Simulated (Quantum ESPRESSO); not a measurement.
Crystal: KI.

```
I K
1.0
     0.00000    3.53277    3.53277
     3.53277    0.00000    3.53277
     3.53277    3.53277    0.00000
I K
1 1
Direct
  0.50000 0.50000 0.50000
  0.00000 0.00000 0.00000
```

Base run:

* Program: Quantum ESPRESSO 7.5
* Functional: vdW-DF3-opt2
* Potentials or basis: PseudoDojo 0.4.1 SR PBE standard
* Cutoff: 1007 eV
* Density cutoff: 4027 eV
* k mesh: 7 × 7 × 7
* Occupations: fermi-dirac, width 0.05 eV
* Spin: no spin polarisation

Its results: band gap on the k mesh 3.76 eV, direct; pressure -0.4 GPa.

Task: After a change of settings the same cell gave: band gap on the k mesh 3.96 eV, direct; pressure 0.6 GPa. Which change was it?
A. functional from vdW-DF3-opt2 to PBEsol; potentials or basis from PseudoDojo 0.4.1 SR PBE standard to PseudoDojo 0.4.1 SR PBEsol standard
B. functional from vdW-DF3-opt2 to PBE
C. functional from vdW-DF3-opt2 to PBEsol; potentials or basis from PseudoDojo 0.4.1 SR PBE standard to GBRV 1.5 PBEsol; cutoff from 1007 eV to 612 eV; density cutoff from 4027 eV to 4898 eV
D. functional from vdW-DF3-opt2 to LDA; potentials or basis from PseudoDojo 0.4.1 SR PBE standard to PseudoDojo 0.4.1 SR LDA standard; cutoff from 1007 eV to 980 eV; density cutoff from 4027 eV to 3918 eV

Result: B.

Caveats: spin-orbit coupling is left out, which moves the levels of the heavy elements; the potentials were made for another functional, which shifts forces and pressure (some runs).

Not every run made on this cell is shown here.
